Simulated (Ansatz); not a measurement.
# Tc (Fm-3m) in Ansatz: a series of runs

One crystal, Tc, is run at these levels: PBEsol, RPBE+U, r2SCANh; tasks: density of states, band structure, projected density of states.

All numbers are computed with Ansatz 0.2.0; they aren't measurements. Logs are shortened: lines on timing, memory, paths and dates and some standing lists are left out, and cuts for length are marked.

## (1) The crystal as given

Symmetry: Fm-3m, No. 225, cubic system. Conventional cell: a = 3.900 Å, b = 3.900 Å, c = 3.900 Å, α = 90.00°, β = 90.00°, γ = 90.00°. Around Tc (site symmetry m-3m) lie 12 Tc at 2.76 Å.

This isn't the form of Tc at room conditions, which is hcp.

## (2) Density of states, PBEsol (volume scaled by 1.25)

Contents of input.yaml:

```yaml
crystal:
  lattice: { a: 4.20114765, b: 4.20114765, c: 4.20114765, alpha: 90.0, beta: 90.0, gamma: 90.0 }
  space_group: 225
  reduce_to_primitive: true
  atoms:
    - { symbol: Tc, wyckoff: "4a", position: [0.0, 0.0, 0.0] }
hamiltonian:
  xc: pbesol
  pseudopotentials: { kind: paw }
kpoints:
  mp_grid: { grid: [12, 12, 12] }
scf:
  occupations: { method: gaussian, width: 0.05 }
  n_extra_bands: 6
output:
  forces: true
  stress: true
  eigenvalues: true
  dos: { projected: false, de: 0.05, nscf_kmesh: { grid: [18, 18, 18] } }
```

Potentials or basis: Ansatz PAW earlier set.

Started as:

```
$ ansatz run input.yaml --threads 1 --pin off --max-ram 2560MiB --backend cpu --events-out ev --progress --plain --runs-dir out
```

The program printed:

```text
Warning: RAYON_NUM_THREADS=1 ignored (pool sized by the plan → 1); use --threads N
crystal.space_group: 225 is read as Fm-3m: the typed cell holds Tc4 (Tc 4a). Least distances (Å): Tc–Tc 2.971
scf.n_extra_bands = 6 over 8 filled bands (N_el = 15.0): the run solves 14 bands
Engine: ansatz 0.2.0, aarch64-unknown-linux-gnu
Pseudopotentials: kind: paw
Pseudopotential: Tc, paw, valence charge 15, recommended cutoff 500 eV (normal), Tc.paw.azcp
Functional definition: PBEsol
  exchange = pbesol_x
  correlation = pbesol_c
Crystal: 1 atoms, lattice volume = 18.537 Å³
Basis set: ecut = 500 eV, 459 PW (Γ), exchange–correlation on 48×48×48 points (8 copies of the dense FFT grid, shifted against one another)
Bands: 14, of which v1, the nominal top of the filled ones, is band 8 counted from 1 (7 counted from 0)
Symmetry: 48 space group operations
Space group: Fm-3m (ITA 225), of the structure as read, at distance tolerance 2.6e-5 Å
k-points: 72 of 1728
Non-local potential: Tc, projectors of the file, l = 0: 3, l = 1: 3, l = 2: 2, l = 3: 2
PAW form: soft (Blöchl's): semilocal exchange-correlation on the pseudo side does not see the compensation charge
PAW frozen core: Tc, regenerated for the run's functional, and the local potential with it (the file was generated under x = pbe(κ = 0.804, μ = 0.2195149727645171), c = pbe(β = 0.06672455060314922))
PAW one-centre angular grid: Tc, 590 points (default); XC on 64 Gauss nodes
Initial density: superposition of atomic densities (chi_scale 0.1, normalization cell)
Initial wavefunctions: pseudopotential atomic-orbital guess
Functional: x = pbesol(κ = 0.804, μ = 0.12345679012345678), c = pbesol(β = 0.046)
SCF iter   1: F=—  HF=-5336.932131 eV  |F-HF|=—  |Δ(HF+E_count)|=         —  Δρ=5.31e-2  dr2=5.73e-1  ethr=3.10e-3  ⟨swp⟩=5.1  Hψ=5401  notcnv=0
preconditioner: auto → none  [metal: Δε(μ)=0.031 eV  Ē_g=11.732 eV  σ=0.050 eV  W_gap=0.34  n_scr=8 (ndim 8)  ℏωp=22.8 eV  f_vac=0.000  D(μ)=0.89/eV (n_scr^D=8)  sad-step TF]
SCF iter   2: F=—  HF=-5336.771817 eV  |F-HF|=—  |Δ(HF+E_count)|=   1.60e-1  Δρ=2.08e-2  dr2=8.03e-2  ethr=3.10e-3  ⟨swp⟩=2.0  Hψ=1942  notcnv=0  defer=101
SCF iter   3: F=—  HF=-5336.749323 eV  |F-HF|=—  |Δ(HF+E_count)|=   2.25e-2  Δρ=3.01e-3  dr2=7.36e-4  ethr=5.35e-4  ⟨swp⟩=2.2  Hψ=1483  notcnv=0  defer=101
SCF iter   4: F=—  HF=-5336.749153 eV  |F-HF|=—  |Δ(HF+E_count)|=   1.71e-4  Δρ=2.56e-4  dr2=1.48e-5  ethr=4.91e-6  ⟨swp⟩=1.3  Hψ=1038  notcnv=0  defer=100
SCF iter   5: F=—  HF=-5336.749146 eV  |F-HF|=—  |Δ(HF+E_count)|=   6.70e-6  Δρ=3.96e-5  dr2=1.62e-7  ethr=9.85e-8  ⟨swp⟩=2.6  Hψ=1389  notcnv=0  defer=100
SCF iter   6: F=-5336.749146 eV  HF=-5336.749146 eV  |F-HF|=9.64e-11  |Δ(HF+E_count)|=   2.37e-8  Δρ=2.49e-6  dr2=6.82e-10  ethr=6.67e-10  ⟨swp⟩=8.1  Hψ=4613  notcnv=0
SCF 1 converged in 6 iterations: F = -5336.749146 eV  dr2 = 6.82e-10
NSCF: frozen V_eff on 195 k-points
SCF converged after 6 iterations
Free energy (F): -5336.749146 eV
Harris-Foulkes:  -5336.749146 eV  (|F-HF|=9.64e-11)
Internal energy: -5336.747243 eV  (E = F + TS)
E sigma→0 (E₀):  -5336.748195 eV
Entropy (-TS):   -0.001903 eV (-1.903 meV/atom)
Fermi energy:    16.276859 eV
--- Per-component energies (eV) ---
  E_band       = -137.102684
  E_kinetic    = 613.688202
  E_local      = -1406.642538  (includes V_loc(G=0)·N_el)
  E_nonlocal   = 288.011901
  E_hartree    = 388.937331
  E_xc         = -233.676243
  E_vxc        = -288.434018  (∫ρ·V_xc dr)
  E_paw        = -3219.372549  (= ΣΔE_a)
  E_vpaw       = -121.601515  (= ΣTr[D̂ρ^β])
  E_aug_tail   = -0.000014  (compensation charges beyond the density's cutoff)
  E_ewald      = -1767.920177
  E_core_change = 0.226845  (= ΣΔE_core)
  E_smearing   = -0.001903  (= −TS)
  E_closure    = 0.000000  (closes the sum)
  Σ components = -5336.749146   (vs F -5336.749146, Δ=0.00e0)
--- Forces (eV/Å), atoms counted from 1 ---
  atom   1  Tc     0.00000000     0.00000000    -0.00000000
  max |Σ_I F_I| component: 4.11e-33 eV/Å
--- Stress (GPa, compression-positive) ---
      -47.540449      -0.000000      -0.000000
       -0.000000     -47.540449       0.000000
       -0.000000       0.000000     -47.540449
  P = ⅓ Tr σ = -47.5404 GPa (-475.404 kbar)
--- Band table (eV; the first three rows and the last of 72) ---
  k-point 0: bands = ["-50.5757", "-22.2794", "-22.2794", "-22.2794", "9.8809", "14.9952", "14.9952", "14.9952", "16.7677", "16.7677", "29.9792", "34.2366", "34.2366", "34.2366"]
  k-point 1: bands = ["-50.5708", "-22.3164", "-22.2845", "-22.2845", "10.1081", "14.8823", "15.0847", "15.0847", "16.7163", "16.7163", "30.3208", "33.1533", "34.5777", "34.5777"]
  k-point 2: bands = ["-50.5573", "-22.4166", "-22.2983", "-22.2983", "10.7337", "14.6482", "15.2635", "15.2635", "16.6720", "16.6720", "31.0377", "31.2713", "35.5224", "35.5224"]
  k-point 71: bands = ["-50.4773", "-22.6327", "-22.6327", "-22.4824", "13.1531", "14.2179", "14.2179", "16.4866", "18.5336", "24.7024", "24.7024", "25.5688", "27.5048", "38.0034"]
```

Wall time 3 s (1 thread of Arm Neoverse V1, shared host); peak memory 0.27 GiB.

Results:

- Free energy: -5336.7491 eV
- Pressure: -47.5 GPa
- Band gap on the k mesh: none (metal or under the smearing width)
- Density of states at the Fermi level: 1.63 states/eV per cell

States per cell in windows of 1 eV (zero at the Fermi level; states under -8 eV left out):
```csv
from (eV),total
-8.0,0.00
-7.0,0.01
-6.0,0.09
-5.0,0.28
-4.0,1.57
-3.0,1.43
-2.0,1.91
-1.0,1.68
0.0,1.54
1.0,1.72
2.0,0.62
3.0,0.34
4.0,0.31
5.0,0.27
6.0,0.20
7.0,0.32
```

Caveat: the PAW data sets come from PBE, with cores solved anew for the run's functional, which leaves a small shift of forces and pressure.

## (3) Band structure, RPBE+U, spin-orbit coupling, no magnetisation

Contents of input.yaml:

```yaml
crystal:
  lattice:
    - [0.0, 1.95, 1.95]
    - [1.95, 0.0, 1.95]
    - [1.95, 1.95, 0.0]
  atoms:
    - { symbol: Tc, position: [0.0, 0.0, 0.0] }
hamiltonian:
  xc: rpbe
  pseudopotentials: { kind: nc_fr }
  hubbard: { sites: [{ species: Tc, l: d, u_eff: 2.0 }], double_counting: fll }
magnetization:
  noncollinear: true
  spin_orbit: true
kpoints:
  mp_grid: { grid: [12, 12, 12] }
  band_path:
    path:
      - [[0.0, 0.0, 0.0], [0.5, 0.0, 0.5], [0.5, 0.25, 0.75], [0.375, 0.375, 0.75], [0.0, 0.0, 0.0], [0.5, 0.5, 0.5], [0.625, 0.25, 0.625], [0.5, 0.25, 0.75], [0.5, 0.5, 0.5], [0.375, 0.375, 0.75]]
      - [[0.625, 0.25, 0.625], [0.5, 0.0, 0.5]]
    npoints: 14
scf:
  occupations: { method: methfessel_paxton, width: 0.01 }
  n_extra_bands: 6
  initial_density: { chi_scale: 0.0 }
output:
  forces: true
  stress: true
  eigenvalues: true
  fatbands: false
```

Potentials or basis: PseudoDojo standard (PBE files).

Started as:

```
$ ansatz run input.yaml --threads 1 --pin off --max-ram 2560MiB --backend cpu --events-out ev --progress --plain --runs-dir out
```

Wall time 43 s (1 thread of Arm Neoverse V1, shared host); peak memory 0.57 GiB.

It converged, with:

```
Free energy            : -2306.7152 eV
Pressure               : -2.8 GPa
Band gap on the k mesh : none (metal or under the smearing width)
```

Levels at the corners of the path, in eV from the Fermi level:
| point | band 11 | band 12 | band 13 | band 14 | band 15 | band 16 | band 17 | band 18 |
| --- | --- | --- | --- | --- | --- | --- | --- | --- |
| Γ | -1.99 | -1.99 | -1.99 | -1.99 | -1.75 | -1.75 | 0.82 | 0.82 |
| X | -5.30 | -5.30 | 2.66 | 2.66 | 2.99 | 2.99 | 3.23 | 3.23 |
| W | -2.88 | -2.88 | -2.85 | -2.85 | 0.35 | 0.35 | 3.10 | 3.10 |
| K | -3.94 | -3.94 | -0.92 | -0.92 | 1.05 | 1.05 | 2.30 | 2.30 |
| Γ | -1.99 | -1.99 | -1.99 | -1.99 | -1.75 | -1.75 | 0.82 | 0.82 |
| L | -2.08 | -2.08 | -1.80 | -1.80 | 1.25 | 1.25 | 2.54 | 2.54 |
| U | -3.94 | -3.94 | -0.92 | -0.92 | 1.05 | 1.05 | 2.30 | 2.30 |
| W | -2.88 | -2.88 | -2.85 | -2.85 | 0.35 | 0.35 | 3.10 | 3.10 |
| L | -2.08 | -2.08 | -1.80 | -1.80 | 1.25 | 1.25 | 2.54 | 2.54 |
| K | -3.94 | -3.94 | -0.92 | -0.92 | 1.05 | 1.05 | 2.30 | 2.30 |
| U | -3.94 | -3.94 | -0.92 | -0.92 | 1.05 | 1.05 | 2.30 | 2.30 |
| X | -5.30 | -5.30 | 2.66 | 2.66 | 2.99 | 2.99 | 3.23 | 3.23 |

Caveat: the potentials were made for another functional, which shifts forces and pressure; U without spin polarisation on a metal has little footing; the U is typed as a test and isn't derived for this compound.

## (4) Projected density of states, r2SCANh

Contents of input.yaml:

```yaml
crystal:
  lattice:
    - [0.0, 1.95, 1.95]
    - [1.95, 0.0, 1.95]
    - [1.95, 1.95, 0.0]
  atoms:
    - { symbol: Tc, position: [0.0, 0.0, 0.0] }
hamiltonian:
  xc: r2scanh
  pseudopotentials: { kind: nc, accuracy: stringent }
kpoints:
  mp_grid: { grid: [7, 7, 7] }
scf:
  occupations: { method: gaussian, width: 0.025 }
  n_extra_bands: 6
output:
  forces: true
  stress: true
  eigenvalues: true
  dos: { projected: true, de: 0.05 }
basis:
  xc_grid: 3
```

Potentials or basis: PseudoDojo stringent (PBE files).

Started as:

```
$ ansatz run input.yaml --threads 1 --pin off --max-ram 2560MiB --backend cpu --events-out ev --progress --plain --runs-dir out
```

The program printed:

```text
Warning: The stringent table, which hamiltonian.pseudopotentials names, holds the potential of the library's standard table for Tc (one content_sha256, or a second file that the publisher made of the same generator input, which states another). The run takes no other species from the library, so that hamiltonian.pseudopotentials.accuracy: standard would change no potential of it. The deck needs no change, but a comparison with a run at hamiltonian.pseudopotentials.accuracy: standard does not test the potential of Tc. To test it, run on another potential, such as that of hamiltonian.pseudopotentials: {kind: paw}
Warning: hamiltonian.xc reads the kinetic-energy density τ on the library's norm-conserving files, and those of Tc were made for PBE. This build holds files of Tc that were made for r²SCAN, which a deck under this functional can read where it names no table (hamiltonian.pseudopotentials.accuracy or source), types no xc_functional and has no exact exchange, max_exx_coeff or level of output.embedding that keeps them out. To compare such runs, type hamiltonian.pseudopotentials: {kind: paw, frozen_core: stored} on both or, where PAW refuses one, {kind: nc, accuracy: standard}
Warning: output.stress: scf.convergence.dr2_threshold = 1e-7 eV (the SCF's general default) is looser than the 1e-10 eV advised for a printed stress (1e-10 eV for each atom of the cell: 1). What an SCF threshold leaves in a stress goes as its square root, and in the free energy as the threshold itself, and one threshold admits the most on a small cell: of the crystals measured, under no hybrid functional and no lock of the moments, on runs that ended without the residual-converged pass, on stresses that held no estimate of that error, the worst erred by over 100 MPa in a component at 1e-7 eV an atom and by under 5 at 1e-10. Set scf.convergence.dr2_threshold to 1e-10 eV or tighter. The threshold is an SCF's pass mark: one that does not reach it within its budget of iterations ends unconverged, or closes short of it on a stop that the run arms, and scf.convergence.dr2_threshold's page says what that costs each kind of run
Warning: output.stress: scf.exx.energy_threshold = 1e-6 eV is looser than the 1e-8 eV advised for a stress under a hybrid functional (1e-8 eV for each atom of the cell: 1). Every SCF of the exchange loop can meet its threshold on dr2 while the loop round them stops early: no threshold on dr2 bounds what that leaves in the stress. Set scf.exx.energy_threshold to 1e-8 eV or tighter. The threshold is the loop's pass mark: a loop that does not reach it within its budget of cycles ends unconverged, and scf.exx.energy_threshold's page has the law
Warning: RAYON_NUM_THREADS=1 ignored (pool sized by the plan → 1); use --threads N
scf.n_extra_bands = 6 over 8 filled bands (N_el = 15.0): the run solves 14 bands
[... 79 lines left out ...]
  E_ewald      = -1904.434282
  E_smearing   = -0.001919  (= −TS)
  E_closure    = 0.000000  (closes the sum)
  Σ components = -2311.394809   (vs F -2311.394809, Δ=4.55e-13)
--- Forces (eV/Å), atoms counted from 1 ---
  atom   1  Tc    -0.00000000     0.00000000     0.00000000
  max |Σ_I F_I| component: 4.11e-33 eV/Å
--- Stress (GPa, compression-positive) ---
      -15.522555      -0.000000       0.000000
        0.000000     -15.522555      -0.000000
       -0.000000       0.000000     -15.522555
  P = ⅓ Tr σ = -15.5226 GPa (-155.226 kbar)
--- Band table (eV; the first three rows and the last of 20) ---
  k-point 0: bands = ["-49.2407", "-19.2290", "-19.2290", "-19.2290", "13.2748", "19.5320", "19.5320", "19.5320", "22.8050", "22.8050", "36.7271", "42.6170", "42.6170", "42.6170"]
  k-point 1: bands = ["-49.2000", "-19.4816", "-19.2616", "-19.2616", "14.1379", "19.0974", "19.8838", "19.8838", "22.5756", "22.5756", "38.1254", "39.8537", "44.0605", "44.0605"]
  k-point 2: bands = ["-49.1075", "-20.0300", "-19.3324", "-19.3324", "15.5334", "19.4009", "19.9294", "19.9294", "23.2214", "23.2214", "36.3994", "39.3382", "47.3182", "47.3182"]
  k-point 19: bands = ["-48.9543", "-20.1161", "-20.0390", "-19.6386", "16.8657", "17.7905", "19.1861", "22.3989", "24.9168", "31.7774", "32.8638", "35.5293", "37.9028", "45.8363"]
```

pdos.tsv:

```text
# format = ansatz-pdos/7
# g_bin_mean(E): the states in a bin one row spacing wide, centred on E, divided by that spacing. States that the method places at a single energy (under output.dos.method: tetrahedron, those of a tetrahedron whose four corners have one energy) are counted whole in the row whose bin holds that energy (on the edge of two bins, in the lower row). The sum of g_bin_mean over a run of rows, times the row spacing, is the number of states from half a spacing under the first of them to half a spacing over the last (a plain sum, not the trapezoid rule).
[... 5915 lines left out ...]
-70.080420	0.000000e0	0.000000e0	0.000000e0	0.000000e0	0.000000e0	0.000000e0
-70.030420	0.000000e0	0.000000e0	0.000000e0	0.000000e0	0.000000e0	0.0000
```

Run time: 41 s. Hardware: 1 thread of Arm Neoverse V1, shared host; peak memory 0.74 GiB.

What came out:

| Item | Value |
| --- | --- |
| Free energy | -2311.3948 eV |
| Pressure | -15.5 GPa |
| Band gap on the k mesh | none (metal or under the smearing width) |
| Density of states at the Fermi level | 0.88 states/eV per cell |

States per cell in windows of 1 eV (zero at the Fermi level; states under -8 eV left out):
| from (eV) | total | Tc 4d | Tc 5s |
| --- | --- | --- | --- |
| -8.0 | 0.05 | 0.00 | 0.04 |
| -7.0 | 0.14 | 0.03 | 0.10 |
| -6.0 | 1.18 | 0.86 | 0.29 |
| -5.0 | 1.22 | 1.09 | 0.11 |
| -4.0 | 0.94 | 0.88 | 0.03 |
| -3.0 | 1.16 | 1.03 | 0.09 |
| -2.0 | 1.35 | 1.22 | 0.09 |
| -1.0 | 0.83 | 0.72 | 0.04 |
| 0.0 | 1.01 | 0.94 | 0.04 |
| 1.0 | 0.83 | 0.79 | 0.02 |
| 2.0 | 1.02 | 0.99 | 0.02 |
| 3.0 | 0.91 | 0.83 | 0.06 |
| 4.0 | 0.27 | 0.15 | 0.07 |
| 5.0 | 0.27 | 0.11 | 0.08 |
| 6.0 | 0.26 | 0.08 | 0.08 |
| 7.0 | 0.26 | 0.05 | 0.08 |

Caveat: the k mesh is coarse (spacing up to 0.40 Å⁻¹), so the values aren't converged, least of all with exact exchange; the meta-GGA runs on potentials made for a GGA; so large a pressure means that the cell lies far from this level's equilibrium, or that cutoff or potentials fall short; the potentials were made for another functional, which shifts forces and pressure; the thresholds are loose for stress.

## (5) Overview

```tsv
task	level	potentials or basis	spin	U	cell	k mesh	cutoff (eV)	smearing	points for each segment of the path	double counting	hubbard projectors	other keys	mesh quality	gap on the mesh (eV)	pressure (GPa)
density of states	PBEsol	Ansatz PAW earlier set	off	-	volume scaled by 1.25	12 × 12 × 12	500	gaussian 0.05 eV	-	-	-	-	not flagged	none	-47.5
band structure	RPBE+U	PseudoDojo standard (PBE files)	SOC, no magnetisation	Tc d U = 2.0 eV	as given	12 × 12 × 12	1143	methfessel-paxton 0.01 eV	14	fll	ortho-atomic (the default)	scf.initial_density.chi_scale = 0; …	not flagged	none	-2.8
projected density of states	r2SCANh	PseudoDojo stringent (PBE files)	off	-	as given	7 × 7 × 7	1143	gaussian 0.025 eV	-	-	-	basis.xc_grid = 3	coarse	none	-15.5
```

Caveats: some runs use coarse meshes; the potentials were made for another functional, which shifts forces and pressure (some runs); the PAW data sets come from PBE, with cores solved anew for the run's functional, which leaves a small shift of forces and pressure (some runs); U without spin polarisation on a metal has little footing (some runs); the U is typed as a test and isn't derived for this compound (some runs); the meta-GGA runs on potentials made for a GGA (some runs); so large a pressure means that the cell lies far from this level's equilibrium, or that cutoff or potentials fall short (some runs); the thresholds are loose for stress (some runs).

Total energies depend on the potentials used, so only differences within one code and one set of settings carry meaning.
